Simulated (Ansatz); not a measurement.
# Rb (diamond): energy against volume

Level of theory: DFT, RPBE, plane waves (420 eV) with PAW, scalar-relativistic (Ansatz 0.2.0). The PAW files were generated under PBE, with cores re-solved for the functional.

The cell is scaled uniformly from the relaxed one, with fractional coordinates and shape fixed. Energies are extrapolated to zero smearing, pressures are those at the given smearing. Magnetic state: spin not included.

A Birch-Murnaghan fit gives V₀ = 159.89 Å³/atom, B₀ = 0.7 GPa, B₀′ = 3.6.

Question: What are the energy above the minimum and the pressure at 139.788 Å³/atom?

Answer: 7.0 meV/atom and 0.12 GPa as computed.

Question: What are the energy above the minimum and the pressure at 152.496 Å³/atom?

Answer: 0.8 meV/atom and 0.04 GPa as computed.

Question: What are the energy above the minimum and the pressure at 171.558 Å³/atom?

Answer: 1.7 meV/atom and -0.04 GPa as computed.
